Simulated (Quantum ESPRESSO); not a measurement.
The system is MoS2.

```
CELL_PARAMETERS angstrom
1.58000 0.91221 6.15000
-1.58000 0.91221 6.15000
0.00000 -1.82443 6.15000
ATOMIC_POSITIONS crystal
Mo 0.00000 0.00000 0.00000
S 0.41700 0.41700 0.41700
S 0.25000 0.25000 0.25000
```

Measurements of this composition are mostly on another form, of space group No. 194.

Base run:

```yaml
Program: Quantum ESPRESSO 7.5
Functional: PBEsol
Potentials_or_basis: GBRV 1.5 PBEsol
Cutoff: 612 eV
Density_cutoff: 4898 eV
k_mesh: 10 × 10 × 10
Occupations: fermi-dirac, width 0.05 eV
Spin: no spin polarisation
Hubbard_terms: Mo d U = 8 eV
```

Its results: band gap on the k mesh 0.81 eV, indirect (least direct gap 0.97 eV); pressure 2.7 GPa; largest force 0.199 eV/Å.

Question: The run is repeated on the same cell with these changes: hubbard terms from Mo d U = 8 eV to none. What comes out?

Answer: Band gap on the k mesh 0.91 eV, indirect (least direct gap 1.96 eV); pressure 0.0 GPa; largest force 0.242 eV/Å.

A k mesh can miss the band edges.
